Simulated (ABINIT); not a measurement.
# Quasiparticle gap of KI (Fm-3m) in ABINIT

How does a plane-wave GW calculation on KI (Fm-3m) run from the first input to the gap?

Main program and level: ABINIT 10.8.3; PBE and many-body steps on it, plane waves.

Report form: the programs' logs are mostly left out.

**1. Starting point**

Symmetry: Fm-3m, No. 225, cubic system. The conventional cell has a = 7.066 Å, b = 7.066 Å, c = 7.066 Å, α = 90.00°, β = 90.00°, γ = 90.00°. Nearest to K lie 6 I at 3.53 Å. I has 6 K at 3.53 Å nearest. Farther neighbours and most contacts between anions are not listed.

The cell and positions come from the Crystallography Open Database and are kept as given unless a step says otherwise.

**2. Ground state**

This step: ABINIT 10.8.3; DFT, PBE with spin-orbit coupling, plane waves, norm-conserving pseudopotentials.

The ground-state density comes first.

Input file run.abi:

```
acell 3*1.0 Angstrom
rprim 
  0.000000000000 3.532775000000 3.532775000000
  3.532775000000 0.000000000000 3.532775000000
  3.532775000000 3.532775000000 -0.000000000000
ntypat 2
znucl 19 53
natom 2
typat 1 2
xred 
  0.000000000000 0.000000000000 0.000000000000
  0.500000000000 0.500000000000 0.500000000000
pp_dirpath "pseudos"
pseudos "K.upf, I.upf"
ecut 33
nspinor 2
ngkpt 4 4 4
nshiftk 1
shiftk 0 0 0
kptopt 1
chksymbreak 0
nband 26
occopt 1
tolvrs 1e-10
nstep 60
prtwf 0
optforces 0
optstress 0
indata_prefix "in"
outdata_prefix "out"
tmpdata_prefix "tmp"
```

Launch:

```bash
OMP_NUM_THREADS=1 mpirun -n 4 abinit run.abi > log
```

Run time: 35 s. Hardware: 4 MPI ranks of Arm Neoverse V1, shared host; peak memory 0.39 GiB; 2.3 min of CPU time.

This step gave:

| Quantity | Value |
| --- | --- |
| total energy | -1173.0407 eV |
| gap | 3.641 eV |
| k of the valence top | 0, 0, 0 |
| k of the conduction bottom | 0, 0, 0 |
| least direct gap | 3.641 eV |

The gap is direct, at Γ.

**3. Bands along the symmetry lines**

The cheap functional maps the bands first; the places of the edges decide which points the dearer methods must see.

Input file run.abi:

```
acell 3*1.0 Angstrom
rprim 
  0.000000000000 3.532775000000 3.532775000000
  3.532775000000 0.000000000000 3.532775000000
  3.532775000000 3.532775000000 -0.000000000000
ntypat 2
znucl 19 53
natom 2
typat 1 2
xred 
  0.000000000000 0.000000000000 0.000000000000
  0.500000000000 0.500000000000 0.500000000000
pp_dirpath "pseudos"
pseudos "K.upf, I.upf"
ecut 33
nspinor 2
iscf -2
irdden 1
kptopt 0
nkpt 26
kpt 
  0.00000000 0.00000000 0.00000000
  0.12500000 0.00000000 0.12500000
  0.25000000 0.00000000 0.25000000
  0.37500000 0.00000000 0.37500000
  0.50000000 0.00000000 0.50000000
  0.53125000 0.06250000 0.53125000
  0.56250000 0.12500000 0.56250000
  0.59375000 0.18750000 0.59375000
  0.62500000 0.25000000 0.62500000
  0.37500000 0.37500000 0.75000000
  0.28125000 0.28125000 0.56250000
  0.18750000 0.18750000 0.37500000
  0.09375000 0.09375000 0.18750000
  0.00000000 0.00000000 0.00000000
  0.12500000 0.12500000 0.12500000
  0.25000000 0.25000000 0.25000000
  0.37500000 0.37500000 0.37500000
  0.50000000 0.50000000 0.50000000
  0.50000000 0.43750000 0.56250000
  0.50000000 0.37500000 0.62500000
  0.50000000 0.31250000 0.68750000
  0.50000000 0.25000000 0.75000000
  0.50000000 0.18750000 0.68750000
  0.50000000 0.12500000 0.62500000
  0.50000000 0.06250000 0.56250000
  0.50000000 0.00000000 0.50000000
istwfk *1
nband 32
nbdbuf 6
tolwfr 1e-08
nstep 40
prtwf 0
prtvol 0
indata_prefix "in"
outdata_prefix "out"
tmpdata_prefix "tmp"
```

Run time: 94 s. Hardware: 4 MPI ranks; peak memory 0.43 GiB.

This step gave:

```
gap                        : 3.641 eV
k of the valence top       : 0, 0, 0
k of the conduction bottom : 0, 0, 0
least direct gap           : 3.641 eV
```

The gap is 3.641 eV, as in the run before at this level.

The electronic bands at the labelled points (eV, zero at the top of the highest filled band; v1 is the highest filled band, c1 the lowest empty one):

| point | v4 | v3 | v2 | v1 | c1 | c2 | c3 | c4 |
| --- | --- | --- | --- | --- | --- | --- | --- | --- |
| Γ | 0.00 | 0.00 | 0.00 | 0.00 | 3.64 | 3.64 | 6.17 | 6.17 |
| halfway | -0.56 | -0.56 | -0.22 | -0.22 | 4.97 | 4.97 | 5.21 | 5.21 |
| X | -0.76 | -0.76 | -0.40 | -0.40 | 4.61 | 4.61 | 5.45 | 5.45 |
| halfway | -0.79 | -0.79 | -0.46 | -0.46 | 4.82 | 4.82 | 5.68 | 5.68 |
| U | -0.88 | -0.88 | -0.53 | -0.53 | 5.29 | 5.29 | 6.31 | 6.31 |
| jump to K | -0.88 | -0.88 | -0.53 | -0.53 | 5.29 | 5.29 | 6.31 | 6.31 |
| halfway | -0.64 | -0.64 | -0.30 | -0.30 | 5.22 | 5.22 | 5.97 | 5.97 |
| Γ | 0.00 | 0.00 | 0.00 | 0.00 | 3.64 | 3.64 | 6.17 | 6.17 |
| halfway | -0.54 | -0.54 | -0.19 | -0.19 | 4.74 | 4.74 | 6.25 | 6.25 |
| L | -0.82 | -0.82 | -0.36 | -0.36 | 5.20 | 5.20 | 7.38 | 7.38 |
| halfway | -0.87 | -0.87 | -0.49 | -0.49 | 5.71 | 5.71 | 6.53 | 6.53 |
| W | -0.80 | -0.80 | -0.69 | -0.69 | 6.08 | 6.08 | 6.19 | 6.19 |
| halfway | -0.80 | -0.80 | -0.53 | -0.53 | 5.04 | 5.04 | 5.85 | 5.85 |
| X | -0.76 | -0.76 | -0.40 | -0.40 | 4.61 | 4.61 | 5.45 | 5.45 |

**4. Empty states on the mesh, 4×4×4 mesh, 286 bands**

The sums over transitions need many empty states on a uniform mesh; this step solves for them.

Input file run.abi:

```
acell 3*1.0 Angstrom
rprim 
  0.000000000000 3.532775000000 3.532775000000
  3.532775000000 0.000000000000 3.532775000000
  3.532775000000 3.532775000000 -0.000000000000
ntypat 2
znucl 19 53
natom 2
typat 1 2
xred 
  0.000000000000 0.000000000000 0.000000000000
  0.500000000000 0.500000000000 0.500000000000
pp_dirpath "pseudos"
pseudos "K.upf, I.upf"
ecut 33
nspinor 2
ngkpt 4 4 4
nshiftk 1
shiftk 0 0 0
kptopt 1
chksymbreak 0
iscf -2
irdden 1
istwfk *1
nband 286
nbdbuf 26
tolwfr 1e-09
nstep 60
prtvol 0
indata_prefix "in"
outdata_prefix "out"
tmpdata_prefix "tmp"
```

Run time: 7 min. Hardware: 4 MPI ranks; peak memory 0.75 GiB.

This step gave:

```yaml
gap: 3.641 eV
k_of_the_valence_top: 0, 0, 0
k_of_the_conduction_bottom: 0, 0, 0
least_direct_gap: 3.641 eV
k_points_computed: 8
lowest_point_of_the_top_converged_band_above_the_valence_top: 66.4197 eV
```

On this mesh the gap is 3.641 eV.

**5. Screening, 4×4×4 mesh, 260 bands, screening to 119.7 eV**

The RPA dielectric matrix is built and inverted for each q.

This step: RPA screening on PBE with spin-orbit coupling, plane waves, norm-conserving pseudopotentials.

run.abi, as its differences from that of step 4:

```diff
@@ -21,10 +21,11 @@
 chksymbreak 0
-iscf -2
-irdden 1
 istwfk *1
-nband 286
-nbdbuf 26
-tolwfr 1e-09
-nstep 60
-prtvol 0
+occopt 1
+irdwfk 1
+optdriver 3
+nband 260
+ecuteps 4.4
+inclvkb 0
+awtr 1
+symchi 1
 indata_prefix "in"
```

Run time: 6.7 min. Hardware: 4 MPI ranks; peak memory 4.3 GiB; 27 min of CPU time.

This step gave:

| Item | Value |
| --- | --- |
| ε∞ with local fields, on this mesh, along the program's q direction | 2.508 |
| the same without local fields | 3.055 |
| plasma frequency | 15.82 eV |
| plane waves in the screening matrix | 259 |

Local fields lower ε∞ by 18 %.

**6. Self-energy, 4×4×4 mesh, 260 bands, screening to 119.7 eV**

The self-energy is evaluated for the states that the input lists, and the levels follow from it, in one-shot runs by the linearised quasiparticle equation.

This step: G0W0 on PBE with spin-orbit coupling, plane waves, norm-conserving pseudopotentials.

run.abi, as its differences from that of step 5:

```diff
@@ -24,8 +24,15 @@
 irdwfk 1
-optdriver 3
+optdriver 4
 nband 260
+gwcalctyp 0
+ecutsigx 33
+symsigma 0
+nkptgw 1
+kptgw 
+  0.0000000000 0.0000000000 0.0000000000
+bdgw 
+  13 22
 ecuteps 4.4
-inclvkb 0
-awtr 1
-symchi 1
+irdscr 1
+ppmodel 1
 indata_prefix "in"
```

The job ended after 5.7 min (4 MPI ranks; peak memory 3.9 GiB).

Numbers from this step:

- G0W0 gap on the points computed: 5.703 eV
- starting gap on the mesh: 3.641 eV
- k of the valence top: 0, 0, 0
- k of the conduction bottom: 0, 0, 0
- Z at the valence top: 0.813
- Z at the conduction bottom: 0.852
- least direct G0W0 gap on the computed points: 5.703 eV

The gap on the mesh goes from 3.64 eV to 5.70 eV, a correction of +2.06 eV.

Limits: finite bands, cutoff and mesh; screening head approximate. v1 is the top filled band, c1 the lowest empty one. Levels before and after the correction, in eV, zero at the valence-band top of each column:

|  | conduction bottom | valence top |
| --- | --- | --- |
| Kohn-Sham | 3.64 | 0.00 |
| G0W0 | 5.70 | 0.00 |

|  | level | energy (eV) |
| --- | --- | --- |
| Kohn-Sham | Γ v4-v1 | 0.000 |
| Kohn-Sham | Γ c1-c2 | 3.641 |
| Kohn-Sham | Γ c3-c6 | 6.175 |
| G0W0 | Γ v4-v1 | -0.001 |
| G0W0 | Γ c1-c2 | 5.703 |
| G0W0 | Γ c3-c6 | 8.798 |

**7. Where the time went**

Times are wall times on 4 MPI ranks of Arm Neoverse V1, shared host, good to a factor of about two.

| step | time | share | memory (GiB) |
| --- | --- | --- | --- |
| ground state | 35 s | 3 % | 0.39 |
| bands along the symmetry lines | 94 s | 7 % | 0.43 |
| empty states on the mesh | 7 min | 32 % | 0.75 |
| screening | 6.7 min | 31 % | 4.3 |
| self-energy | 5.7 min | 26 % | 3.9 |

**8. What came out**

| Quantity | Value |
| --- | --- |
| PBE gap | 3.64 eV, direct |
| G0W0 gap on the mesh | 5.70 eV |
| GW settings | 4×4×4 mesh, 260 bands, screening to 119.7 eV, Godby-Needs plasmon pole |
| known limits | not at the basis limit; screening head approximate |

In words: G0W0 moves the gap on the mesh from 3.64 eV to 5.70 eV (+2.06 eV), with Z of 0.81 and 0.85 at the edges. Local fields lower the RPA ε∞ on this mesh from 3.06 to 2.51. Only 1 of the mesh's irreducible points was corrected, so a valley elsewhere could overtake. Bands and cutoff are finite, so the gap is not at the basis limit. The miss can reach some tenths of an eV and take either sign; the mesh is an error of its own. In the G0W0 run levels were corrected at 1 k point alone, so a gap called «on the mesh» is the least over those, and an edge elsewhere would be missed. The long-wavelength limit of the screening leaves out the non-local commutator, which shifts ε∞.

[Paths, hosts, dates, memory and timing lines, banners, echoed tables and standing remarks are left out of the program output.]

[Logs are printed without paths, hosts, clocks, repeated set-up lines and the standing remarks that a program may print on its own settings, such as how far it seeks lower states.]

[Runs of the session that timed out or met a known fault of the program may be left out.]

[Hosts, paths, dates, database ids (printed as entryN), source tags and the programs' standing remarks are cut or masked in the printed files.]

[G0W0 gaps are taken among the corrected bands and points alone; a level outside them can change the order at an edge.]

[Where Ansatz stands beside ABINIT at settings called matched, ABINIT's density can come from a denser mesh and the files from another edition; pairs whose starting gaps differed by over 0.03 eV were left out, so agreement reads better than it is.]
